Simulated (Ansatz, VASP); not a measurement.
**One calculation of Al, two programs**

```
CELL_PARAMETERS angstrom
2.78803 0.00000 0.00000
0.00000 2.78803 0.00000
0.00000 0.00000 2.78803
ATOMIC_POSITIONS crystal
Al 0.00000 0.00000 0.00000
```

Alike in both runs: task single point; functional BLYP; k mesh 13 × 13 × 13; occupations fermi-dirac, width 0.1 eV; no spin polarisation.

```csv
,VASP,Ansatz
version,VASP 6.6.1,Ansatz 0.2.0
potentials or method,"VASP PAW PBE potentials, release 64 (Al)","plane waves (420 eV) with PAW, scalar-relativistic"
plane-wave cutoff (eV),520,420
valence electrons in the cell,3,3
```

|  | VASP | Ansatz | Ansatz less VASP |
| --- | --- | --- | --- |
| pressure (GPa) | 0.0 | -0.1 | -0.05 |

The functional is the same, so the differences come from potentials, cutoffs and numerics.

Caveats: the PAW data sets were made with another functional, which shifts forces and pressure a little (VASP).
